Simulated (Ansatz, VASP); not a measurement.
## NiO: VASP beside Ansatz

```
Ni O
1.0
     0.00000    2.08590    2.08590
     2.08590    0.00000    2.08590
     2.08590    2.08590    0.00000
Ni O
1 1
Direct
  0.00000 0.00000 0.00000
  0.50000 0.50000 0.50000
```

Alike in both runs: task relaxation of cell and atoms; functional BLYP; dispersion D3(BJ); k mesh 11 × 11 × 11; occupations fermi-dirac, width 0.05 eV; collinear spin, ferromagnetic start.

|  | VASP | Ansatz |
| --- | --- | --- |
| version | VASP 6.6.1 | Ansatz 0.2.0 |
| potentials or method | VASP PAW PBE potentials, release 64 (Ni, O) | Ansatz PAW |
| plane-wave cutoff (eV) | 600 | 420 |
| valence electrons in the cell | 16 | 24 |

```csv
,VASP,Ansatz,Ansatz less VASP
net moment per atom (μB),0.85,0.88,+0.035
size of the moment on the site where the two differ most (μB),0.26,0.29,+0.030
relaxed volume (Å³/atom),9.31,9.35,+0.033
relaxed cell length with the largest relative difference (Å),2.976,2.979,+0.0035
energy change over the relaxation (meV/atom),-4,-6,-1.4
```

Site moments also hang on the region over which each program counts them. The two sets of potentials don't hold the same shells in valence.

Caveats: a cell with one magnetic atom can't hold antiferromagnetic order, which such compounds often take; the PAW data sets were made with another functional, which shifts forces and pressure a little (VASP); semilocal functionals often make such compounds metallic where correlation or magnetic order opens a gap, which also shifts bond lengths (VASP); pairwise dispersion overbinds metals, which lowers pressure and volume (VASP); the plane-wave basis is chosen anew once the cell has moved, so the energies of steps on either side of that aren't comparable (Ansatz); the pressure holds a Pulay correction of +0.9 GPa for the finite cutoff (Ansatz); the PAW data sets come from PBE, with cores solved anew for the run's functional, which leaves a small shift of forces and pressure (Ansatz). Zero-point motion and thermal expansion aren't in these numbers. With open d or f shells a metallic result of BLYP can be an artefact of self-interaction; +U or a hybrid may open a gap.
